Whoever models spectra that depend on the repulsion between 4p electrons has to decide whether to compute the electron-repulsion integrals afresh for every ion or to scale them from one ion to the next. For the 37-electron ions from Rb to Nd$^{23+}$, scaling with the size of the 4p orbitals works well. At a mean 4p radius of one bohr the direct repulsion is about 24.4 eV. It grows as the inverse of the radius, and the exchange integral stays slightly above half of it. The ratio of the two moves by less than 2 percent while each of them triples.

Rb and its 37-electron isoelectronic ions up to Nd$^{23+}$, computed as spherical atoms with B-spline radial code 1 using Dirac-Coulomb Hartree-Fock at the basis-set limit, with a Fermi nucleus and averaging over nl shells. F0 and G2 are unscreened Slater-Condon radial integrals that include the large and small components of the orbitals.

```tsv
species	Z	charge (e)	configuration	F0(4p1/2,4p3/2) (eV)	G2(4p1/2,4p3/2) (eV)	G2/F0	<r>(4p1/2) (bohr)	<r>(4p3/2) (bohr)
Rb	37	0	[Kr] 5s1	14.286	7.4834	0.524	1.7035	1.7391
Sr+	38	1	[Kr] 5s1	15.741	8.3099	0.528	1.5439	1.5747
Zr3+	40	3	[Kr] 4d1	18.254	9.6929	0.531	1.3290	1.3552
Nb4+	41	4	[Kr] 4d1	19.550	10.404	0.532	1.2399	1.2643
Mo5+	42	5	[Kr] 4d1	20.823	11.094	0.533	1.1633	1.1864
Tc6+	43	6	[Kr] 4d1	22.075	11.768	0.533	1.0966	1.1188
Ru7+	44	7	[Kr] 4d1	23.311	12.427	0.533	1.0379	1.0592
Rh8+	45	8	[Kr] 4d1	24.532	13.074	0.533	0.98565	1.0064
Pd9+	46	9	[Kr] 4d1	25.742	13.711	0.533	0.93879	0.95905
Ag10+	47	10	[Kr] 4d1	26.943	14.340	0.532	0.89647	0.91634
Cd11+	48	11	[Kr] 4d1	28.136	14.962	0.532	0.85799	0.87756
In12+	49	12	[Kr] 4d1	29.323	15.578	0.531	0.82283	0.84215
Sn13+	50	13	[Kr] 4d1	30.505	16.188	0.531	0.79054	0.80967
Sb14+	51	14	[Kr] 4d1	31.682	16.794	0.530	0.76076	0.77974
Te15+	52	15	[Kr] 4d1	32.856	17.396	0.529	0.73319	0.75206
I16+	53	16	[Kr] 4d1	34.028	17.995	0.529	0.70757	0.72636
Xe17+	54	17	[Kr] 4d1	35.197	18.590	0.528	0.68369	0.70244
Cs18+	55	18	[Kr] 4d1	36.365	19.183	0.528	0.66137	0.68009
Ba19+	56	19	[Kr] 4d1	37.533	19.773	0.527	0.64046	0.65917
La20+	57	20	[Kr] 4d1	38.699	20.362	0.526	0.62080	0.63953
Ce21+	58	21	[Kr] 4d1	39.865	20.948	0.525	0.60230	0.62106
Pr22+	59	22	[Kr] 4d1	41.032	21.532	0.525	0.58484	0.60365
Nd23+	60	23	[Kr] 4d1	42.199	22.114	0.524	0.56834	0.58721
```

F0(4p1/2,4p3/2) is the direct Coulomb repulsion between an electron in 4p1/2 and one in 4p3/2, averaged over angles. G2(4p1/2,4p3/2) is the corresponding exchange integral of second order, G2/F0 is their ratio, and $\langle r\rangle$ is the mean radius of each orbital. The values come from relativistic Hartree–Fock orbitals of ions whose 4p shell is full. They are bare integrals without electron correlation. Values fitted to spectra are usually smaller, and in a solid F0 is strongly screened, so the trend carries over more safely than the absolute size.

**Why both integrals triple**

F0 averages $1/r_>$ over the positions of two electrons, where $r_>$ is the larger of their two distances from the nucleus. G2 averages $r_<^2/r_>^3$, with $r_<$ the smaller distance and with products of the two orbitals in place of their densities. Both expressions have the dimension of an inverse length. If the orbitals shrink without changing shape, both integrals therefore grow in inverse proportion to the radius, and their ratio stays where it was.

Only a constant is then needed to turn a radius into an energy. The 4p orbital of a nonrelativistic hydrogen-like ion supplies it: there F0 times the mean radius is about 0.90 hartree bohr. With $\bar r$ for the average of the two mean radii, the model is

$$F_0 \approx 0.90\,\frac{e^2}{4\pi\varepsilon_0\,\bar r}.$$

Ru$^{7+}$ serves as an example. Its two radii, 1.0379 and 1.0592 bohr, average to 1.049 bohr. One hartree is 27.2 eV, so the estimate is $0.90\times27.2/1.049\approx23.3$ eV, and the table has 23.31 eV. No row was used to fix the constant, yet the model stays within 0.5 percent of the computed F0 in every row. Part of this closeness is due to rounding: the unrounded constant is about half a percent lower and would put the model below the computed F0 in every row, by up to about 1 percent. It takes the radii from the calculation, however, so it explains how repulsion follows size and leaves open why the size changes.

**Why the radius falls faster than Z rises**

The nuclear charge Z grows only from 37 to 60, far less than threefold. What sets the orbital's size is the charge left after the other electrons have screened the nucleus. In a hydrogen-like ion the mean 4p radius is 23 bohr divided by the charge, and this relation turns each computed radius into an effective charge. It is about 13 for Rb and about 40 for Nd$^{23+}$, which is the threefold growth seen in the integrals.

If the screening were fixed, each added proton would raise F0 by about 1.06 eV. The computed gain is larger, 1.46 eV at the start of the sequence and 1.17 eV at its end. In Rb the outer part of 4p lies in a weak field. There a 4p electron has most of the other 35 core electrons inside its position and most of the 5s charge outside it, so it sees a net charge of roughly two. One more proton raises that charge by about half and pulls the loosely held outer part inwards. In Nd$^{23+}$ the net charge is already 24 or more, and another proton changes little. Relativistic contraction of the orbitals also adds to the gain in the heavy ions, and this comparison does not separate it from the change in screening.

**The hesitation between Sr$^+$ and Zr$^{3+}$**

The gain in F0 per added proton does not fall smoothly. It drops from 1.46 eV between Rb and Sr$^+$ to an average of 1.26 eV between Sr$^+$ and Zr$^{3+}$, and then recovers to 1.30 eV on the way to Nb$^{4+}$. The dip coincides with a change of configuration: the outermost electron is 5s in Rb and Sr$^+$ and 4d from Zr$^{3+}$ onwards.

Electrostatics explains why this matters. A spherical shell of charge exerts no force on anything inside it. A 5s electron spends most of its time outside 4p and so hardly weakens the pull of the nucleus there. A 4d electron overlaps 4p: in Mo$^{5+}$ its mean radius is about 1.45 bohr, against about 1.2 bohr for 4p. It screens 4p more strongly, and part of the contraction expected from the added protons is lost.

The effect is small. Extending the trend of the first 4d ions back to the nuclear charge of strontium gives an F0 lower than that of the actual Sr$^+$ by roughly 0.1 eV, which is less than 1 percent. The result depends on the curve chosen for the extension, so only its order of magnitude should be used.

**Why the ratio stays near one half, and why it turns**

The ratio reports on shape, because it measures how unequal the two electrons' distances are. Two electrons on the same thin shell would give a ratio of 1. A ratio of 0.53 corresponds to an effective $r_</r_>$ of $\sqrt{0.53}\approx0.73$, as if one electron were about a quarter closer to the nucleus than the other. The actual distances vary widely around this value. Contraction alone cannot alter this figure. The slow rise of G2/F0 from 0.524 in Rb to 0.533 in Tc$^{6+}$ and Ru$^{7+}$, and its return to 0.524 in Nd$^{23+}$, must therefore come from changes of shape.

The fall can be followed in the orbitals themselves. The mean radius multiplied by the mean inverse radius does not depend on an orbital's size, and it grows when the part near the nucleus gains weight. For 4p3/2 it rises from 1.33 in Mo$^{5+}$ to 1.38 in Ba$^{19+}$, on the way to the hydrogen-like value of 1.44. More often, then, one electron is found in an inner lobe while the other is in the main outer one. Such pairs still contribute to F0 but very little to G2.

The changing field is a likely cause of this shift, though relativity may contribute and no nonrelativistic runs are at hand to separate the two. In a nearly neutral atom the pull is strong close to the nucleus and weak outside, so the electron passes quickly through the inner region and lingers in the outer one. As the ionic charge grows, the contrast softens and the orbital approaches a hydrogen-like shape, for which the ratio would be about 0.51. The computed ratio falls towards that value without reaching it.

Spin–orbit splitting has a share in the fall as well. The ratio of the second-order to the zeroth-order direct integral within 4p3/2 alone drops by about two thirds as much as G2/F0 between Mo$^{5+}$ and Ba$^{19+}$. The remainder involves 4p1/2, which relativity draws in more strongly: the mean radius of 4p3/2 exceeds that of 4p1/2 by 2.1 percent in Rb and by 3.3 percent in Nd$^{23+}$. Relativity also acts on 4p3/2, so the two-thirds share is not a purely nonrelativistic part.

The initial rise is less firmly explained. A likely cause is the outer tail of 4p, which is long in the weak field of a nearly neutral atom and tightens as the charge grows, bringing the two electrons to more equal distances. Between Mo$^{5+}$ and In$^{12+}$ the relative spread of the 4p3/2 orbital does shrink slightly, and by Ba$^{19+}$ it has stopped shrinking. That the same tightening is stronger between Rb and Ru$^{7+}$, and outweighs the growth of the inner lobes there, is an inference and has not been tested.

**What this means for scaling**

Within this sequence, F0 can be carried from one ion to another by the inverse ratio of their mean 4p radii, and G2 can be taken as 0.53 times F0 with an error of little more than 1 percent at most. Scaling with Z itself would fail badly, since it would give less than a doubling where the integrals triple. Each ion needs its own radius, however, and a calculation that supplies the radius can usually supply the integrals too. The rule is therefore most useful for checking computed values or for filling gaps in a series. Interpolating radii across a change in the outermost electron is less safe, because an electron that moves into the region of 4p alters the screening. The printed output below lists the misses of the hydrogen-based model and the shape measures used here.

Printed output of the fit:

```
F0 of Nd23+ over F0 of Rb: 2.954
G2 of Nd23+ over G2 of Rb: 2.955
mean 4p radius of Rb over that of Nd23+: 2.979
F0 times mean radius in Rb (hartree bohr): 0.9037
F0 times mean radius in Nd23+ (hartree bohr): 0.896
lowest miss of the unfitted 0.90/radius rule (percent): -0.4077
highest miss of the unfitted 0.90/radius rule (percent): 0.4459
G2/F0 in Rb: 0.5238
G2/F0 in Ru7+: 0.5331
G2/F0 in Nd23+: 0.524
full swing of G2/F0 (percent): 1.769
gain in F0 from Rb to Sr+ (eV per unit Z): 1.455
gain in F0 from Sr+ to Zr3+ (eV per unit Z): 1.257
gain in F0 from Zr3+ to Nb4+ (eV per unit Z): 1.296
gain in F0 from Pr22+ to Nd23+ (eV per unit Z): 1.167
gain in F0 if screening stayed fixed (eV per unit Z): 1.065
screening from the radius in Rb (charges): 23.64
screening from the radius in Nd23+ (charges): 20.19
F0 of Sr+ above straight line back from Zr3+ and Nb4+ (eV): 0.079
F0 of Sr+ above parabola back from Zr3+ to Mo5+ (eV): 0.148
4p3/2 mean r times mean 1/r in Mo5+: 1.326
4p3/2 mean r times mean 1/r in In12+: 1.355
4p3/2 mean r times mean 1/r in Ba19+: 1.376
the same product for hydrogen 4p: 1.438
4p3/2 mean r squared over square of mean r in Mo5+: 1.133
4p3/2 mean r squared over square of mean r in In12+: 1.127
4p3/2 mean r squared over square of mean r in Ba19+: 1.127
F2/F0 within 4p3/2 in Mo5+: 0.5338
F2/F0 within 4p3/2 in Ba19+: 0.5299
fall within 4p3/2 as share of fall in G2/F0 from Mo5+ to Ba19+: 0.6455
radius gap of the two orbitals in Rb (percent): 2.09
radius gap of the two orbitals in Nd23+ (percent): 3.32
```
